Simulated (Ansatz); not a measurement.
BN, 2 atoms in the cell. It takes space group R3m (No. 160, trigonal). Conventional cell: a = 2.502 Å, b = 2.502 Å, c = 10.119 Å, α = 90.00°, β = 90.00°, γ = 120.00°. N (site symmetry 3m) has 3 B at 1.44 Å as nearest neighbours. B (site symmetry 3m) has 3 N at 1.44 Å as nearest neighbours. The cell is a database's computed one.

```yaml
Program: Ansatz 0.2.0
Task: relaxation of cell and atoms
Functional: PBE
Potentials_or_basis: Ansatz PAW
Cutoff: "420 eV (not typed: the program's choice for these potentials)"
k_mesh: 12 × 12 × 12
Occupations: fermi-dirac, width 0.05 eV
Spin: no spin polarisation
```

Potentials or basis: Ansatz PAW.

Launch:

```console
$ ansatz run input.yaml --threads 2 --pin off --max-ram 5632MiB --backend cpu --events-out ev --progress --plain --runs-dir out
```

Hardware: 2 threads of Arm Neoverse V1, with other jobs on the host.

How long does it take, and how much memory?

Run time: 67 s on 2 threads of Arm Neoverse V1 (shared host), peak memory 0.34 GiB. Counts: scf iterations 127, plane waves 463, k points 189, bands 8, ion steps 25.
